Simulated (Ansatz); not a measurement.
The system is SiNi3.

```
Ni Si
1.0
     3.54200    0.00000    0.00000
     0.00000    3.54200    0.00000
     0.00000    0.00000    3.54200
Ni Si
3 1
Direct
  0.50000 0.50000 0.00000
  0.50000 0.00000 0.50000
  0.00000 0.50000 0.50000
  0.00000 0.00000 0.00000
```

Program: Ansatz 0.2.0. Alike in all runs: task single point; level PBEsol; potentials or basis all-electron LAPW, scalar-relativistic; cell as given; k mesh 8 × 8 × 8; cutoff (eV) 283; smearing fermi-dirac 0.05 eV; basis error allowed 0.002 eV/atom. Hardware: 4 threads of AMD EPYC (Zen 3) (shared host).

**Question.** Order these runs on this cell by their wall time, lowest first.
A. spin off
B. spin collinear, antiferromagnetic start
C. spin collinear, ferromagnetic start

**Answer.** A (23 s), C (47 s), B (210 s).

Caveats: the starting moments weren't kept (some runs).
